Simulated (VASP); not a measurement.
Here is a VASP 6.6.1 calculation.

The input INCAR:

```
ALGO = Fast ; AMIX = 0.2
EDIFF = 1E-7 ; EDIFFG = -0.002
ENCUT = 520 ; GGA = PE
IBRION = 2 ; ISIF = 3
ISMEAR = 0 ; LASPH = T
LCHARG = F ; LREAL = F
LWAVE = F ; NELM = 60
NSW = 80 ; PREC = Accurate
SIGMA = 0.02
```

Contents of KPOINTS:

```
k-points
0
Gamma
  8 8 8
```

Contents of POSCAR:

```
CdTe                                    
1.0
   -0.0000000000      3.3119139297      3.3119139297
    3.3119139297     -0.0000000000      3.3119139297
    3.3119139297      3.3119139297      0.0000000000
  Cd              Te            
     1     1
Direct
     1.0000000000000000    1.0000000000000000    0.0000000000000000
     0.2500000000000000    0.2500000000000000    0.2500000000000000
```

Potentials or basis: VASP PAW PBE potentials, release 64 (Cd, Te).

Command:

```sh
$ cat potpaw_PBE.64/Cd/POTCAR potpaw_PBE.64/Te/POTCAR > POTCAR
$ mpirun -np 1 vasp_std > vasp.out
```

Question: What does it give for the relaxed volume?

Answer: 36.34 Å³/atom.

Question: Predict the space group after relaxing (to 0.05 Å).

Answer: F-43m (No. 216).

Question: Estimate the band gap on the k mesh.

Answer: 0.57 eV, direct.

Question: Predict the relaxed cell.

Answer: a = 4.684 Å, b = 4.684 Å, c = 4.684 Å, α = 60.00°, β = 60.00°, γ = 60.00°.

Final structure:
```cif
data_structure
_symmetry_space_group_name_H-M 'P 1'
_symmetry_Int_Tables_number 1
_cell_length_a 4.6844
_cell_length_b 4.6844
_cell_length_c 4.6844
_cell_angle_alpha 60.000
_cell_angle_beta 60.000
_cell_angle_gamma 60.000
_cell_volume 72.69
loop_
_atom_site_label
_atom_site_type_symbol
_atom_site_fract_x
_atom_site_fract_y
_atom_site_fract_z
_atom_site_occupancy
Cd1 Cd 0.00000 0.00000 0.00000 1
Te1 Te 0.25000 0.25000 0.25000 1
```

Caveat: spin-orbit coupling is left out, which moves the levels of the heavy elements. A hybrid or GW would open this gap; PBE tends to underestimate it.
